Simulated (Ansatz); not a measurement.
Ge, DFT, PBE, PAW with Ansatz's default frozen-core files, scalar-relativistic (Ansatz 0.2.0), run on 1 thread of Arm Neoverse V2 on a shared host.

The cell is a measured one (Crystallography Open Database entry 9011050); the temperature and pressure of the measurement aren't taken into account, and nothing was relaxed. The listed cell was then made from it by scaling, straining or moving an atom.

Command: `ansatz run input.yaml --threads 1 --pin off --max-ram 3072MiB --backend cpu --events-out ev --progress --plain --runs-dir out`

```yaml
crystal:
  lattice:
    - [0.0, 2.82877, 2.9136331]
    - [2.82877, 0.0, 2.9136331]
    - [2.82877, 2.82877, 0.0]
  atoms:
    - { symbol: Ge, position: [0.5, 0.5, 0.5] }
    - { symbol: Ge, position: [0.75, 0.75, 0.75] }
kpoints:
  mp_grid: { grid: [10, 10, 10] }
scf:
  occupations: { method: fermi_dirac, width: 0.05 }
hamiltonian:
  xc: pbe
  pseudopotentials: { kind: paw }
output:
  forces: true
  stress: true
  eigenvalues: true
  efg: { contact_densities: true }
```

Task: How large is the problem that the program sets up?

Result: 102 irreducible k-points, 909 plane waves at Γ, 18 bands.

Task: About how long does it take, and how much memory does it use?

Result: 4.7 s of wall time for 6 SCF iterations, with a peak of 0.37 GiB. Times on shared machines scatter by tens of per cent.

Task: And the same cell and mesh by crystal-made all-electron datasets, asked for forces, stress, eigenvalues, efg, on the same hardware?

Result: 4.5 s, peak memory 0.38 GiB.
